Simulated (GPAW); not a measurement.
# Cr (Im-3m) in GPAW: reference runs

Aim: a first look at Cr with PBEsol, on the cell as given and on a disturbed one.

Program: GPAW 26.7.0. These are calculated values, not measurements. Logs are shortened: lines on timing, memory, paths and dates and some standing lists are left out, and cuts for length are marked. The log counts tension as positive stress, the text compression.

**1. The crystal as given**

It takes space group Im-3m (No. 229, cubic). Conventional cell: a = 2.969 Å, b = 2.969 Å, c = 2.969 Å, α = 90.00°, β = 90.00°, γ = 90.00°. Cr (site symmetry m-3m) is surrounded by 8 Cr at 2.57 Å.

**2. Single point, PBEsol, collinear spin, ferromagnetic start**

File run.py:

```python
from ase import Atoms
from ase.dft.bandgap import bandgap
from ase.io import write
from ase.units import GPa
from gpaw import GPAW, PW, setup_paths

setup_paths.insert(0, '.')

atoms = Atoms(['Cr'],
              cell=[[-1.4844496776, 1.4844496776, 1.4844496776],
                    [1.4844496776, -1.4844496776, 1.4844496776],
                    [1.4844496776, 1.4844496776, -1.4844496776]],
              scaled_positions=[[0.0, 0.0, 0.0]],
              pbc=True)
atoms.set_initial_magnetic_moments([3.0])

calc = GPAW(mode=PW(600),
            xc='PBEsol',
            kpts={'size': (12, 12, 12), 'gamma': True},
            occupations={'name': 'fermi-dirac', 'width': 0.05},
            nbands=11,
            convergence={'density': 1e-05, 'energy': 1e-05},
            maxiter=150,
            txt='gpaw.txt')
atoms.calc = calc
energy = atoms.get_potential_energy()
forces = atoms.get_forces()
stress = atoms.get_stress()
calc.write('gs.gpw')
write('result.traj', atoms)
print(f'Energy: {energy:.6f} eV')
print('Forces (eV/A):')
print(forces.round(4))
print('Stress (GPa):', (stress / GPa).round(3))
print('Moments:', calc.get_magnetic_moments().round(3))
print('Fermi level:', round(calc.get_fermi_level(), 4), 'eV')
print(f'Gap: {bandgap(calc)[0]:.4f} eV, direct: {bandgap(calc, direct=True)[0]:.4f} eV')
```

Potentials or basis: PAW data sets generated in the run's folder for this functional, pw.

Command:

```console
gpaw-setup -f PBEsol Cr
OMP_NUM_THREADS=1 python run.py
```

gpaw.txt:

```text
__  _  _
 | _ |_)|_||  |
 |__||  | ||/\| - 26.7.0

Input parameters:
  mode=PW(ecut=600.0),
  convergence={'density': 1e-05, 'energy': 1e-05},
  kpts=MonkhorstPack(size=(12, 12, 12), gamma=True),
  maxiter=150,
  nbands=11,
  occupations=Occupations(name='fermi-dirac', width=0.05),
  xc=XC(name='PBEsol')

Diagonalizing LCAO Hamiltonian
Converting LCAO to pw mode

       Cr

Atoms  # Å, Bohr magnetons
|   | symbol |        x |        y |        z |    initial magnetic moments |
|---|--------|----------|----------|----------|-----------------------------|
| 0 |     Cr | 0.000000 | 0.000000 | 0.000000 | ( 0.0000,  0.0000,  3.0000) |

Unit cell  # Å
| periodic |         x |         y |         z |  lengths |     angles |
|----------|-----------|-----------|-----------|----------|------------|
|      yes | -1.484450 |  1.484450 |  1.484450 | 2.571142 | 109.471221 |
|      yes |  1.484450 | -1.484450 |  1.484450 | 2.571142 | 109.471221 |
|      yes |  1.484450 |  1.484450 | -1.484450 | 2.571142 | 109.471221 |

Number of symmetries: 48
Symmetry operations  # r_c * U_cc + t_c -> r_c
|    | kind |            matrix            |
|----|------|------------------------------|
|  0 |  σ   |  1, 1, 1,  0, 0,-1,  0,-1, 0 |
|  1 |  C4  |  1, 1, 1,  0, 0,-1, -1, 0, 0 |
|  2 |  C2  |  1, 1, 1,  0,-1, 0,  0, 0,-1 |
|  3 |  S6  |  1, 1, 1,  0,-1, 0, -1, 0, 0 |
|  4 |  S6  |  1, 1, 1, -1, 0, 0,  0, 0,-1 |
|  5 |  C4  |  1, 1, 1, -1, 0, 0,  0,-1, 0 |
|  6 |  E   |  1, 0, 0,  0, 1, 0,  0, 0, 1 |
|  7 |  σ   |  1, 0, 0,  0, 1, 0, -1,-1,-1 |
|  8 |  σ   |  1, 0, 0,  0, 0, 1,  0, 1, 0 |
|  9 |  C3  |  1, 0, 0,  0, 0, 1, -1,-1,-1 |
| 10 |  C3  |  1, 0, 0, -1,-1,-1,  0, 1, 0 |
| 11 |  σ   |  1, 0, 0, -1,-1,-1,  0, 0, 1 |
| 12 |  σ   |  0, 1, 0,  1, 0, 0,  0, 0, 1 |
| 13 |  C2  |  0, 1, 0,  1, 0, 0, -1,-1,-1 |
| 14 |  C3  |  0, 1, 0,  0, 0, 1,  1, 0, 0 |
| 15 |  S4  |  0, 1, 0,  0, 0, 1, -1,-1,-1 |
| 16 |  S4  |  0, 1, 0, -1,-1,-1,  1, 0, 0 |
| 17 |  C3  |  0, 1, 0, -1,-1,-1,  0, 0, 1 |
| 18 |  C3  |  0, 0, 1,  1, 0, 0,  0, 1, 0 |
| 19 |  S4  |  0, 0, 1,  1, 0, 0, -1,-1,-1 |
| 20 |  σ   |  0, 0, 1,  0, 1, 0,  1, 0, 0 |
| 21 |  C3  |  0, 0, 1,  0, 1, 0, -1,-1,-1 |
| 22 |  C2  |  0, 0, 1, -1,-1,-1,  1, 0, 0 |
| 23 |  S4  |  0, 0, 1, -1,-1,-1,  0, 1, 0 |
| 24 |  C4  |  0, 0,-1,  1, 1, 1,  0,-1, 0 |
| 25 |  σ   |  0, 0,-1,  1, 1, 1, -1, 0, 0 |
| 26 |  S6  |  0, 0,-1,  0,-1, 0,  1, 1, 1 |
| 27 |  C2  |  0, 0,-1,  0,-1, 0, -1, 0, 0 |
| 28 |  C4  |  0, 0,-1, -1, 0, 0,  1, 1, 1 |
| 29 |  S6  |  0, 0,-1, -1, 0, 0,  0,-1, 0 |
| 30 |  S6  |  0,-1, 0,  1, 1, 1,  0, 0,-1 |
| 31 |  C4  |  0,-1, 0,  1, 1, 1, -1, 0, 0 |
| 32 |  C4  |  0,-1, 0,  0, 0,-1,  1, 1, 1 |
| 33 |  S6  |  0,-1, 0,  0, 0,-1, -1, 0, 0 |
| 34 |  σ   |  0,-1, 0, -1, 0, 0,  1, 1, 1 |
| 35 |  C2  |  0,-1, 0, -1, 0, 0,  0, 0,-1 |
| 36 |  C2  | -1, 0, 0,  1, 1, 1,  0, 0,-1 |
| 37 |  S6  | -1, 0, 0,  1, 1, 1,  0,-1, 0 |
| 38 |  S6  | -1, 0, 0,  0, 0,-1,  1, 1, 1 |
| 39 |  C2  | -1, 0, 0,  0, 0,-1,  0,-1, 0 |
| 40 |  C2  | -1, 0, 0,  0,-1, 0,  1, 1, 1 |
| 41 |  i   | -1, 0, 0,  0,-1, 0,  0, 0,-1 |
| 42 |  S4  | -1,-1,-1,  1, 0, 0,  0, 1, 0 |
| 43 |  C3  | -1,-1,-1,  1, 0, 0,  0, 0, 1 |
| 44 |  C3  | -1,-1,-1,  0, 1, 0,  1, 0, 0 |
| 45 |  σ   | -1,-1,-1,  0, 1, 0,  0, 0, 1 |
| 46 |  S4  | -1,-1,-1,  0, 0, 1,  1, 0, 0 |
| 47 |  C2  | -1,-1,-1,  0, 0, 1,  0, 1, 0 |

BZ-sampling:
  Number of BZ points: 1728
  Number of IBZ points: 72

  Monkhorst-Pack size: [12, 12, 12]
  Monkhorst-Pack shift: [0.041666666666666664, 0.041666666666666664, 0.041666666666666664]

K-points  # in reciprocal-cell coordinates
|     |                                coordinates |     weight |
|-----|--------------------------------------------|------------|
|   0 | ( -0.00000000,  -0.00000000,  -0.00000000) | 0.00057870 |
|   1 | (  0.08333333,  -0.00000000,  -0.00000000) | 0.00694444 |
|   2 | (  0.08333333,   0.08333333,  -0.08333333) | 0.00347222 |
|   3 | (  0.16666667,  -0.00000000,  -0.08333333) | 0.01388889 |
|   4 | (  0.16666667,  -0.00000000,  -0.00000000) | 0.00694444 |
|   5 | (  0.16666667,   0.08333333,  -0.08333333) | 0.01388889 |
|   6 | (  0.16666667,   0.16666667,  -0.16666667) | 0.00347222 |
|   7 | (  0.25000000,  -0.08333333,  -0.08333333) | 0.00462963 |
|   8 | (  0.25000000,  -0.00000000,  -0.08333333) | 0.02777778 |
|   9 | (  0.25000000,  -0.00000000,  -0.00000000) | 0.00694444 |
| ... |                                            |            |
|  71 | (  0.50000000,   0.50000000,   0.50000000) | 0.00057870 |

Plane wave coefficients: 466
Cutoff: 600.0 eV

Spin-components: 2 (collinear spins)
Bands:           11
Projectors:      6
Spin-degeneracy: 1
Datatype:        complex128

Parallelization:
  kpt:    1
  domain: 1
  band:   1

Density:
  Valence electrons: 6.0
  Components: 2
  Grid points: [15 15 15]
  Charge: 0.0  # |e|

Potential:
  Grid points: [15 15 15]

species:
  Cr:
    name:    Chromium
    Z:       24.0
    valence: 6
    core:    18
    charge:  0.0  # [|e|]
    compensation charges:
      type: gauss
      rc: 0.35  # [Å]
      lmax: 2
    cutoffs:
      filter: 2.14  # [Å]
      core: 3.04  # [Å]
    projectors
    | kind |    occ | energy [eV] | rcut [Å] |
    |------|--------|-------------|----------|
    |   4s |  1.000 |      -4.015 |    1.164 |
    |   4p |  0.000 |      -0.955 |    1.217 |
    |   3d |  5.000 |      -2.928 |    1.111 |
    |    s |        |      23.196 |    1.164 |
    |    p |        |      26.257 |    1.217 |
    |    d |        |      24.283 |    1.111 |

    Using partial waves for Cr as LCAO basis

Reference energy: -28553.124111  # eV

eigensolver:
[... 26 lines left out ...]
convergence criteria:
- Maximum integral of absolute [dens]ity change: 1e-05 electrons / valence electron
- Maximum [total energy] change in last 3 cyles: 1e-05 eV / valence electron
- Maximum integral of absolute [eigenst]ate change: 4e-08 eV^2 / valence electron
maximum number of iterations: 150

SCF iterations
|iter     | |      energy | eigst |  dens |  magmom |
|---------|-|-------------|-------|-------|---------|
|iter:   1| |   -8.946049 | -0.24 |       |  +2.9979|
|iter:   2| |   -8.981385 | -1.88 | -0.46 |  +2.9170|
|iter:   3| |   -9.679473 | -1.72 | -0.48 |  +1.3118|
|iter:   4| |   -9.834650 | -1.68 | -0.71 |  -0.1844|
|iter:   5| |   -9.850922 | -2.32 | -1.12 |  -0.1384|
|iter:   6| |   -9.850905 | -2.82 | -1.48 |  +0.3227|
|iter:   7| |   -9.862318 | -2.68 | -1.27 |  -0.0779|
|iter:   8| |   -9.862474 | -3.45 | -1.69 |  -0.0040|
|iter:   9| |   -9.862553 | -5.06 | -2.55 |  -0.0057|
|iter:  10| |   -9.862576 | -5.44 | -2.91 |  +0.0023|
|iter:  11| |   -9.862579c| -6.77 | -3.40 |  -0.0006|
|iter:  12| |   -9.862578c| -8.12c| -3.96 |  +0.0001|
|iter:  13| |   -9.862579c| -8.42c| -4.83 |  -0.0000|
|iter:  14| |   -9.862579c| -9.04c| -5.55c|  -0.0000|

Converged in 14 steps
Energy contributions relative to reference atoms: (reference = -28553.124111)

Energy contributions:
  Kinetic:         -26.172090
  Coulomb:          18.404734
  Zero:              0.196288
  External:          0.000000
  Xc:               -2.288550
  Entropy:          -0.005923
  Spinorbit:         0.000000
  ----------------------------
  Free energy:      -9.865540
  Extrapolated:     -9.862579

dipole moment: (-3.682222, -3.682222, -3.682222)  # |e|*Ang

Total magnetic moment: (0.000000, 0.000000, -0.000001)

Local magnetic moments
|        x |        y |        z |
|----------|----------|----------|
| 0.000000 | 0.000000 | 0.000000 |  # Cr   0

Fermi level: 9.366
Eigenvalues  # (at kpt = [-0.000, -0.000, -0.000])
| band index |      eig [eV] | occ [0-1] |      eig [eV] | occ [0-1] |
|------------|---------------|-----------|---------------|-----------|
|          0 |         2.063 |     1.000 |         2.063 |     1.000 |
|          1 |         8.646 |     1.000 |         8.646 |     1.000 |
|          2 |         8.646 |     1.000 |         8.646 |     1.000 |
|          3 |         8.646 |     1.000 |         8.646 |     1.000 |
|          4 |        10.318 |     0.000 |        10.318 |     0.000 |
|          5 |        10.318 |     0.000 |        10.318 |     0.000 |
|          6 |        21.042 |     0.000 |        21.042 |     0.000 |
|          7 |        21.042 |     0.000 |        21.042 |     0.000 |
|          8 |        21.042 |     0.000 |        21.042 |     0.000 |
|          9 |        31.205 |     0.000 |        31.205 |     0.000 |
|         10 |        31.443 |     0.000 |        31.443 |     0.000 |

No gap
No difference between direct/indirect transitions

Forces  # eV/Ang
|        x |        y |        z |
|----------|----------|----------|
| -0.00000 | -0.00000 | -0.00000 |  # Cr   0

Stress tensor  # eV/Ang^3
|         x |         y |        z |
|-----------|-----------|----------|
|  0.202989 | -0.000000 | 0.000000 |
| -0.000000 |  0.202989 | 0.000000 |
|  0.000000 |  0.000000 | 0.202989 |

# Writing to gs.gpw (mode='')
```

stdout:

```text
Energy: -9.862579 eV
Forces (eV/A):
[[-0. -0. -0.]]
Stress (GPa): [32.522 32.522 32.522  0.     0.    -0.   ]
Moments: [0.]
Fermi level: 9.3658 eV
Gap: 0.0000 eV, direct: 0.0000 eV
```

Run time: 14 s. Hardware: 1 thread of Intel Xeon 6975P-C (Granite Rapids), shared host; peak memory 0.14 GiB.

What came out:

- Free energy: -9.8655 eV
- Pressure: -32.5 GPa
- Band gap on the k mesh: none (metal or under the smearing width)
- Net moment: 0.00 μB per cell

Levels at points of the mesh, in eV from the Fermi level:
Spin up:
```tsv
k point	band 1	band 2	band 3	band 4	band 5	band 6
(0.00, 0.00, 0.00)	-7.30	-0.72	-0.72	-0.72	0.95	0.95
(0.50, 0.50, 0.00)	-3.76	-1.99	0.95	0.95	1.21	2.40
(0.50, 0.50, 0.50)	-3.54	-3.54	2.07	2.07	2.07	9.27
```
Spin down:
```
           k point  band 1  band 2  band 3  band 4  band 5  band 6  band 7
(0.00, 0.00, 0.00)   -7.30   -0.72   -0.72   -0.72    0.95    0.95   11.68
(0.50, 0.50, 0.00)   -3.76   -1.99    0.95    0.95    1.21    2.40    8.54
(0.50, 0.50, 0.50)   -3.54   -3.54    2.07    2.07    2.07    9.27    9.27
```

Caveat: the starting moments collapsed, and a magnetic state may lie lower; a pressure of tens of GPa on the cell as given is suspect, and the run, the potentials or the cell itself is likely at fault.

**3. Single point, PBEsol, collinear spin, ferromagnetic start (cell strained at random at fixed volume)**

Changes to run.py since step 2:

```diff
@@ -9,6 +9,6 @@
 atoms = Atoms(['Cr'],
-              cell=[[-1.4844496776, 1.4844496776, 1.4844496776],
-                    [1.4844496776, -1.4844496776, 1.4844496776],
-                    [1.4844496776, 1.4844496776, -1.4844496776]],
-              scaled_positions=[[0.0, 0.0, 0.0]],
+              cell=[[-1.480624, 1.472666, 1.422752],
+                    [1.549071, -1.496421, 1.514953],
+                    [1.466923, 1.48272, -1.446506]],
+              scaled_positions=[[0.006545, -0.004915, -0.023264]],
               pbc=True)
```

Potentials or basis: PAW data sets generated in the run's folder for this functional, pw.

Command:

```console
gpaw-setup -f PBEsol Cr
OMP_NUM_THREADS=1 python run.py
```

Run time: 2 min. Hardware: 1 thread of Intel Xeon 6975P-C (Granite Rapids), shared host; peak memory 0.35 GiB.

It converged, with:

```
Free energy            : -9.8570 eV
Pressure               : -32.2 GPa
Band gap on the k mesh : none (metal or under the smearing width)
Net moment             : 0.00 μB per cell
```

Stress tensor (GPa, compression positive):
```
-35.96   0.25  -2.29
  0.25 -31.20   0.83
 -2.29   0.83 -29.55
```

Levels at points of the mesh, in eV from the Fermi level:
Spin up:
```csv
k point,band 1,band 2,band 3,band 4,band 5,band 6,band 7
"(0.00, 0.00, 0.00)",-7.30,-0.96,-0.79,-0.45,0.89,1.05,11.65
"(0.00, 0.00, 0.50)",-3.75,-1.91,0.84,0.94,1.16,2.40,8.53
"(0.00, 0.50, 0.00)",-3.78,-2.04,0.54,1.00,1.36,2.26,8.07
"(0.00, 0.50, 0.50)",-3.76,-2.15,0.95,1.09,1.32,2.35,8.55
"(0.50, 0.00, 0.00)",-3.76,-2.10,1.02,1.22,1.23,2.45,8.85
"(0.50, 0.00, 0.50)",-3.74,-1.88,0.77,1.09,1.32,2.52,8.95
"(0.50, 0.50, 0.00)",-3.75,-1.92,0.80,0.88,1.21,2.34,8.38
"(0.50, 0.50, 0.50)",-3.57,-3.51,1.83,2.10,2.28,8.83,9.41
```
Spin down:
| k point | band 1 | band 2 | band 3 | band 4 | band 5 | band 6 | band 7 |
| --- | --- | --- | --- | --- | --- | --- | --- |
| (0.00, 0.00, 0.00) | -7.30 | -0.96 | -0.79 | -0.45 | 0.89 | 1.05 | 11.65 |
| (0.00, 0.00, 0.50) | -3.75 | -1.91 | 0.84 | 0.94 | 1.16 | 2.40 | 8.53 |
| (0.00, 0.50, 0.00) | -3.78 | -2.04 | 0.54 | 1.00 | 1.36 | 2.26 | 8.07 |
| (0.00, 0.50, 0.50) | -3.76 | -2.15 | 0.95 | 1.09 | 1.32 | 2.35 | 8.55 |
| (0.50, 0.00, 0.00) | -3.76 | -2.10 | 1.02 | 1.22 | 1.23 | 2.45 | 8.85 |
| (0.50, 0.00, 0.50) | -3.74 | -1.88 | 0.77 | 1.09 | 1.32 | 2.52 | 8.95 |
| (0.50, 0.50, 0.00) | -3.75 | -1.92 | 0.80 | 0.88 | 1.21 | 2.34 | 8.38 |
| (0.50, 0.50, 0.50) | -3.57 | -3.51 | 1.83 | 2.10 | 2.28 | 8.83 | 9.41 |

Caveat: the starting moments collapsed, and a magnetic state may lie lower; the cell as given lies far from equilibrium.
